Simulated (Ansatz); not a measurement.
ZrO₂ (P4_2/nmc), phonons: input and output

Method: r²SCAN, PAW on Ansatz 0.2.0's default frozen-core files (fitted under PBE), scalar-relativistic.

Cell and atoms were relaxed beforehand by PAW with this functional.

Launched as:

```sh
ansatz run input.yaml --threads 2 --pin off --max-ram 6144MiB --backend cpu --events-out ev --progress --plain --runs-dir out
```

Input:

```yaml
crystal:
  lattice:
    - [3.6014557626, 0.0, 0.0]
    - [0.0, 3.6014557626, 0.0]
    - [0.0, 0.0, 5.22812708181]
  atoms:
    - { symbol: Zr, position: [0.0, 0.0, 0.0] }
    - { symbol: Zr, position: [0.5, 0.5, 0.5] }
    - { symbol: O, position: [0.0, 0.5, 0.196778461662] }
    - { symbol: O, position: [0.0, 0.5, 0.696778461662] }
    - { symbol: O, position: [0.5, 0.0, 0.303221538338] }
    - { symbol: O, position: [0.5, 0.0, 0.803221538338] }
kpoints:
  mp_grid: { grid: [6, 6, 4] }
scf:
  occupations: { method: fixed }
hamiltonian:
  xc: r2scan
  pseudopotentials: { kind: paw }
phonons:
  method: dfpt
  dielectric: true
  rigid_motions: translations
```

The program printed:

```
Warning: RAYON_NUM_THREADS=2 ignored (pool sized by the plan → 2); use --threads N
Engine: ansatz 0.2.0, aarch64-unknown-linux-gnu
Pseudopotentials: kind: paw
Pseudopotential: Zr, paw, valence charge 12, recommended cutoff 500 eV (meta_gga), Zr.paw.azcp
Pseudopotential: O, paw, valence charge 6, recommended cutoff 500 eV (meta_gga), O.paw.azcp
Functional definition: r2SCAN
  parameter k0 = 0.174
  parameter k1 = 0.065
  parameter a1 = 4.9479
  exchange = r2scan_x(k0 = k0, k1 = k1, a1 = a1)
  correlation = r2scan_c
Crystal: 6 atoms, lattice volume = 67.811 Å³
Basis set: ecut = 500 eV, 1739 PW (Γ), exchange–correlation on 180×180×240 points (216 copies of the dense FFT grid, shifted against one another)
Bands: 30, of which v1, the nominal top of the filled ones, is band 24 counted from 1 (23 counted from 0)
Symmetry: 16 space group operations
k-points: 76 of 144 (irreducible under 1 space group operation, time reversal used)
Non-local potential: Zr, projectors of the file, l = 0: 3, l = 1: 2, l = 2: 2, l = 3: 2
Non-local potential: O, projectors of the file, l = 0: 2, l = 1: 2, l = 2: 1
PAW form: soft (Blöchl's): semilocal exchange-correlation on the pseudo side does not see the compensation charge
PAW frozen core: Zr, regenerated for the run's functional (the file was generated under x = pbe(κ = 0.804, μ = 0.2195149727645171), c = pbe(β = 0.06672455060314922))
PAW frozen core: O, regenerated for the run's functional (the file was generated under x = pbe(κ = 0.804, μ = 0.2195149727645171), c = pbe(β = 0.06672455060314922))
PAW one-centre angular grid: Zr, 590 points (default); XC on 160 Gauss nodes
PAW one-centre angular grid: O, 302 points (default); XC on 160 Gauss nodes
Initial density: superposition of atomic densities (neutral atoms: chi_scale 0, normalization atom), corrected by the library's trained network
Initial wavefunctions: pseudopotential atomic-orbital guess
Functional: x = r2scan, c = r2scan; τ floored in thin density (d = 2e-4 eV/Å³)
SCF iter   1: F=—  HF=-10676.174690 eV  |F-HF|=—  |Δ(HF+E_count)|=         —  Δρ=1.52e-2  dr2=1.85e-1  dr2_τ=3.82e-1  ethr=1.77e-3  ⟨swp⟩=4.5  Hψ=8499  notcnv=0  defer=187
preconditioner: auto → Resta (q_TF=auto, 2.576 Å⁻¹)  ε∞=3.8  [insulator: Δε(μ)=4.924 eV  Ē_g=17.859 eV  n_scr=20 (ndim 8)  ℏωp=29.9 eV  f_vac=0.018  ε∞_Penn≈3.8]
SCF iter   2: F=—  HF=-10676.296010 eV  |F-HF|=—  |Δ(HF+E_count)|=   1.21e-1  Δρ=6.61e-3  dr2=1.25e-2  dr2_τ=6.75e-3  ethr=3.85e-4  ⟨swp⟩=2.0  Hψ=4264  notcnv=0  defer=258
SCF iter   3: F=—  HF=-10676.295770 eV  |F-HF|=—  |Δ(HF+E_count)|=   2.40e-4  Δρ=2.79e-3  dr2=2.47e-3  dr2_τ=3.52e-4  ethr=2.60e-5  ⟨swp⟩=2.1  Hψ=4076  notcnv=0  defer=304
SCF iter   4: F=—  HF=-10676.295819 eV  |F-HF|=—  |Δ(HF+E_count)|=   4.93e-5  Δρ=4.00e-4  dr2=4.65e-5  dr2_τ=1.12e-5  ethr=5.15e-6  ⟨swp⟩=2.0  Hψ=3920  notcnv=0  defer=304
SCF iter   5: F=—  HF=-10676.295845 eV  |F-HF|=—  |Δ(HF+E_count)|=   2.64e-5  Δρ=9.20e-5  dr2=5.20e-6  dr2_τ=4.37e-7  ethr=9.68e-8  ⟨swp⟩=2.0  Hψ=3906  notcnv=0  defer=152
SCF iter   6: F=—  HF=-10676.295844 eV  |F-HF|=—  |Δ(HF+E_count)|=   1.43e-6  Δρ=2.73e-5  dr2=5.36e-7  dr2_τ=3.98e-8  ethr=1.08e-8  ⟨swp⟩=2.0  Hψ=3359  notcnv=0  defer=152
[... 38 lines left out ...]
  E_ewald      = -3627.742128
  E_core_change = -0.457247  (= ΣΔE_core)
  E_smearing   = -0.000000  (= −TS)
  E_closure    = -0.000000  (closes the sum)
  Σ components = -10676.295844   (vs F -10676.295844, Δ=0.00e0)
  k mesh reduced under 1 symmetry operation, with k and −k counted as one. Each operation leaves every solved perturbation unchanged. A smaller set is not considered because the functional reads the kinetic-energy density
  ASR residual: 2.897e-4 → 0.000e0 eV/Å²; symmetrization residual: 6.999e-6 eV/Å²
  ASR residual per site (eV/Å²): 1.75e-4 1.75e-4 2.90e-4 2.90e-4 2.90e-4 2.90e-4
  Γ frequencies (cm⁻¹): 0.00 0.00 0.00 101.91 101.91 135.70 135.70 299.99 301.02 331.82 438.68 438.68 440.10 440.10 597.96 643.30 643.30 646.72
  ε∞ (high-frequency dielectric tensor):
        5.270024     0.000000    -0.000000
        0.000000     5.270024     0.000000
       -0.000000     0.000000     4.681554
  ε⁰ (static dielectric tensor: ions relaxed, cell fixed):
       75.094325     0.000000    -0.000000
        0.000000    75.094325     0.000000
       -0.000000     0.000000    17.909565
  ε⁰ − ε∞ (ionic part):
       69.824301     0.000000    -0.000000
        0.000000    69.824301     0.000000
       -0.000000     0.000000    13.228011
  softest optical mode at Γ: 101.91 cm⁻¹; the repairs (sum rule, projections) moved no ω² at Γ by more than (2.66 cm⁻¹)²
  Born effective charges Z* (e; rows j = field, columns β = displacement):
    site 0:
         5.72400    0.00000    0.00000
         0.00000    5.72400    0.00000
        -0.00000    0.00000    4.87585
    site 1:
         5.72400    0.00000    0.00000
         0.00000    5.72400    0.00000
        -0.00000    0.00000    4.87585
    site 2:
        -2.05773   -0.00000    0.00000
        -0.00000   -3.66627   -0.00000
         0.00000   -0.00000   -2.43793
    site 3:
        -3.66627   -0.00000   -0.00000
        -0.00000   -2.05773    0.00000
        -0.00000    0.00000   -2.43793
    site 4:
        -2.05773   -0.00000    0.00000
        -0.00000   -3.66627   -0.00000
         0.00000   -0.00000   -2.43793
    site 5:
        -3.66627   -0.00000   -0.00000
        -0.00000   -2.05773    0.00000
        -0.00000    0.00000   -2.43793
  Z* charge neutrality: 2.427e-3 e pre-enforcement
  solved inside a basis spanned on kpoints, on 6×6×4 k-points, its susceptibility summed on 10×10×6: ε∞ is read to err by 1.6e-2, Z* by 2.2e-2 e (field_mesh: kpoints solves on kpoints); Z* is corrected for what the basis lacks
  optical modes at Γ without the LO–TO term, one row a degenerate level:
      ω (cm⁻¹)  modes    IR ((D/Å)²/amu)
        101.91      2            41.0317
        135.70      2             0.0000
        299.99      1             0.0000
        301.02      1             0.0000
        331.82      1            46.3076
        438.68      2            94.0686
        440.10      2             0.0000
        597.96      1             0.0000
        643.30      2             0.0000
        646.72      1             0.0000
  optical modes at Γ + LO–TO along q̂ = [1.0000, 0.0000, 0.0000]:
      ω (cm⁻¹)  modes    IR ((D/Å)²/amu)
        101.91      1            20.5158
        135.70      2             0.0000
        226.59      1             1.9239
        299.99      1             0.0000
        301.02      1             0.0000
        331.82      1            46.3076
        438.68      1            47.0343
        440.10      2             0.0000
        597.96      1             0.0000
        643.30      2             0.0000
        646.72      1             0.0000
        744.74      1            65.6263
  optical modes at Γ + LO–TO along q̂ = [0.0000, 1.0000, 0.0000]:
      ω (cm⁻¹)  modes    IR ((D/Å)²/amu)
        101.91      1            20.5158
        135.70      2             0.0000
        226.59      1             1.9239
        299.99      1             0.0000
        301.02      1             0.0000
        331.82      1            46.3076
        438.68      1            47.0343
        440.10      2             0.0000
        597.96      1             0.0000
        643.30      2             0.0000
        646.72      1             0.0000
        744.74      1            65.6263
  optical modes at Γ + LO–TO along q̂ = [0.0000, 0.0000, 1.0000]:
      ω (cm⁻¹)  modes    IR ((D/Å)²/amu)
        101.91      2            41.0317
        135.70      2             0.0000
        299.99      1             0.0000
        301.02      1             0.0000
        438.68      2            94.0686
        440.10      2             0.0000
        597.96      1             0.0000
        643.30      2             0.0000
        646.72      1             0.0000
        649.02      1            46.3076
```

Self-consistency was reached.

### Zone-centre phonons

Harmonic phonons of a crystal by Kohn-Sham DFT at the given cell, standard atomic masses, acoustic sum rule imposed; negative wavenumbers are unstable modes; optical zone-centre levels upwards with Mulliken labels, activity, and the element with most of the kinetic energy.

| Quantity | Value |
| --- | --- |
| Point group | 4/mmm |

```
number  phonon wavenumber (cm⁻¹)  label  infrared  raman  lead element
     1                     101.9     Eu       yes     no             O
     2                     135.7     Eg        no    yes            Zr
     3                       300    A1g        no    yes             O
     4                       301    B1g        no    yes            Zr
     5                     331.8    A2u       yes     no             O
     6                     438.7     Eu       yes     no             O
     7                     440.1     Eg        no    yes             O
     8                       598    B1g        no    yes             O
     9                     643.3     Eg        no    yes             O
    10                     646.7    B2u        no     no             O
```

### Field response

Linear response of an insulating crystal by Kohn-Sham DFT to a field and to zone-centre displacements, local fields included; Born charges neutralised; LO modes for wave vectors along x and z; Cartesian axes as in the input.

```json
{
 "Dielectric electronic (x, y, z)": "5.27, 5.27, 4.682",
 "Dielectric static (x, y, z)": "75.09, 75.09, 17.91",
 "Highest phonon with field along x": "744.7 cm⁻¹",
 "Highest phonon with field along z": "649 cm⁻¹",
 "Highest phonon without field": "646.7 cm⁻¹"
}
```

| atom | born charge xx (e) | born charge yy (e) | born charge zz (e) |
| --- | --- | --- | --- |
| Zr1 | 5.724 | 5.724 | 4.876 |
| Zr2 | 5.724 | 5.724 | 4.876 |
| O3 | -2.058 | -3.666 | -2.438 |
| O4 | -3.666 | -2.058 | -2.438 |
| O5 | -2.058 | -3.666 | -2.438 |
| O6 | -3.666 | -2.058 | -2.438 |

Known limits: frozen-core PAW files fitted under PBE, their cores solved anew for the functional of the run; zone-boundary modes aren't tested; this form is stable only when hot or under pressure; cold crystals distort or take another structure; no LO-TO term at the zone centre.

Time and hardware: 5.8 min on 2 threads of Arm Neoverse V1, with other jobs on the host, peak memory 2.6 GiB.
